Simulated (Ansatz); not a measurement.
# CdS: band gap under strain

How does strain move the band edges of CdS (zincblende), and do the functionals agree on it? States: -2.0 % biaxial strain in the (111) plane, free along [111]; -1.0 % biaxial strain in the (111) plane, free along [111]; +1.0 % biaxial strain in the (111) plane, free along [111].

Code: Ansatz 0.2.0. PAW datasets, plane waves. (Simulation; spin polarisation is off.)

### 1 The cell

The unstrained cell was relaxed with r2SCAN; in each strained cell the atoms were relaxed again with r2SCAN. Names of k-points are those of the unstrained zone, where strain can split equivalent points. First state: -2.0 % biaxial strain in the (111) plane, free along [111].

Space group R3m (No. 160), trigonal; a = 4.074 Å, c = 10.366 Å in the conventional setting, 24.83 Å³ an atom. Around Cd lie 4 S at 2.53 Å; around S lie 4 Cd at 2.53 Å.

As a file:

```xyz
2
Lattice="0.0746 2.9550 2.9550 2.9550 0.0746 2.9550 2.9550 2.9550 0.0746" Properties=species:S:1:pos:R:3 pbc="T T T"
Cd    0.0169    0.0169    0.0169
S     1.4793    1.4793    1.4793
```

From earlier runs on the unstrained cell: PBE 1.10 eV, r2SCAN 1.54 eV, HSE06 2.11 eV, r2SCAN+SOC 1.53 eV, G0W0 1.76 eV (on its mesh); a = 5.878 Å.

### 2 -2.0 % biaxial strain in the (111) plane, free along [111]: PBE

input.yaml reads:

```yaml
crystal:
  lattice:
    - [0.0746129383, 2.9550434845, 2.9550434845]
    - [2.9550434845, 0.0746129383, 2.9550434845]
    - [2.9550434845, 2.9550434845, 0.0746129383]
  atoms:
    - { symbol: Cd, position: [0.0028208299, 0.0028208299, 0.0028208299] }
    - { symbol: S, position: [0.2471791701, 0.2471791701, 0.2471791701] }
kpoints:
  mp_grid: { grid: [8, 8, 8] }
  band_path:
    path:
      - [0.0, 0.0, 0.0]
      - [-0.5, -0.5, 0.0]
      - [-0.375, -0.375, 0.25]
      - [-0.375, 0.0, 0.375]
      - [0.0, 0.0, 0.5]
      - [-0.5, -0.25, 0.25]
    npoints: 1
hamiltonian:
  xc: pbe
scf:
  occupations: { method: fermi_dirac, width: 0.02 }
  n_extra_bands: 4
output:
  forces: true
  stress: true
  eigenvalues: true
```

Run with:

```bash
$ ansatz run input.yaml --threads 2 --pin off --max-ram 20275MiB --backend cpu --events-out ev --progress --plain --runs-dir out
```

The runs that follow: -2.0 % biaxial strain in the (111) plane, free along [111]: r2SCAN; -2.0 % biaxial strain in the (111) plane, free along [111]: HSE06; -2.0 % biaxial strain in the (111) plane, free along [111]: r2SCAN+SOC; -2.0 % biaxial strain in the (111) plane, free along [111]: r2SCAN; -2.0 % biaxial strain in the (111) plane, free along [111]: G0W0@PBE; -1.0 % biaxial strain in the (111) plane, free along [111]: PBE; -1.0 % biaxial strain in the (111) plane, free along [111]: r2SCAN; -1.0 % biaxial strain in the (111) plane, free along [111]: HSE06; -1.0 % biaxial strain in the (111) plane, free along [111]: r2SCAN+SOC; -1.0 % biaxial strain in the (111) plane, free along [111]: r2SCAN; -1.0 % biaxial strain in the (111) plane, free along [111]: G0W0@PBE; +1.0 % biaxial strain in the (111) plane, free along [111]: PBE; +1.0 % biaxial strain in the (111) plane, free along [111]: r2SCAN; +1.0 % biaxial strain in the (111) plane, free along [111]: HSE06; +1.0 % biaxial strain in the (111) plane, free along [111]: r2SCAN+SOC; +1.0 % biaxial strain in the (111) plane, free along [111]: r2SCAN; +1.0 % biaxial strain in the (111) plane, free along [111]: G0W0@PBE.

What does the calculation give?

As calculated:

Least gap in eV (negative: overlap), with the change from the unstrained cell in brackets. G0W0 is on its own coarse mesh.

| state | volume change (%) | PBE | r2SCAN | HSE06 | G0W0 |
| --- | --- | --- | --- | --- | --- |
| -2.0 % biaxial strain in the (111) plane, free along [111] | -2.2 | 1.07 (-0.03) | 1.52 (-0.02) | 2.09 (-0.02) | 1.74 (-0.02) |
| -1.0 % biaxial strain in the (111) plane, free along [111] | -1.1 | 1.09 (-0.01) | 1.54 (+0.00) | 2.10 (-0.01) | 1.76 (+0.00) |
| +1.0 % biaxial strain in the (111) plane, free along [111] | +1.1 | 1.02 (-0.08) | 1.47 (-0.07) | 2.03 (-0.08) | 1.67 (-0.09) |

**Reading.** With HSE06, of the states in the table +1.0 % biaxial strain in the (111) plane, free along [111] shifts the gap most, by -0.076 eV. PBE and HSE06 differ by 1.01 eV on the unstrained gap, and by at most 0.01 eV on its change: the two disagree on the size of the gap but agree on its response to strain. No extrapolation in bands, cutoff or mesh was made for G0W0.
